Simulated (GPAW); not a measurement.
Input of a GPAW 26.7.0 run:

The input run.py:

```python
from ase.filters import FrechetCellFilter
from ase.io import read, write
from ase.optimize import BFGS
from gpaw import GPAW, PW, setup_paths

setup_paths.insert(0, '.')

atoms = read('POSCAR')

calc = GPAW(mode=PW(600),
            xc='PBEsol',
            kpts={'size': (8, 8, 5), 'gamma': True},
            occupations={'name': 'fermi-dirac', 'width': 0.05},
            nbands=28,
            convergence={'density': 1e-05, 'forces': 0.0001},
            maxiter=150,
            txt='gpaw.txt')
atoms.calc = calc
opt = BFGS(FrechetCellFilter(atoms), trajectory='relax.traj', logfile='-')
done = opt.run(fmax=0.02, steps=60)
calc.write('gs.gpw')
write('result.traj', atoms)
print('Converged:', done)
print('Cell:', atoms.cell.cellpar().round(4))
print('Volume:', round(atoms.get_volume(), 4))
print(atoms.get_scaled_positions().round(5))
```

Contents of POSCAR:

```
Ir
1.0
    2.7513778946      0.0000000000      0.0000000000
   -1.3756889473      2.3827631521      0.0000000000
    0.0000000000      0.0000000000      4.4622900000
Ir
2
Direct
    0.3333333333      0.6666666667      0.2500000000
    0.6666666667      0.3333333333      0.7500000000
```

Potentials or basis: PAW data sets generated in the run's folder for this functional, pw.

Run with:

```bash
$ gpaw-setup -f PBEsol Ir
$ OMP_NUM_THREADS=1 python run.py
```

Problem. Predict the space group after relaxing (to 0.05 Å).

Solution. P6_3/mmc (No. 194).

Problem. Predict the relaxed cell.

Solution. a = 2.722 Å, b = 2.722 Å, c = 4.396 Å, α = 90.00°, β = 90.00°, γ = 120.00°.

Final structure:
```xyz
2
Lattice="2.7221 0.0000 0.0000 -1.3610 2.3574 0.0000 0.0000 0.0000 4.3963" Properties=species:S:1:pos:R:3 pbc="T T T"
Ir    0.0000    1.5716    1.0991
Ir    1.3610    0.7858    3.2972
```

Caveat: later steps reuse the first step's grids. Spin-orbit coupling is left out, which matters for the levels of Ir.
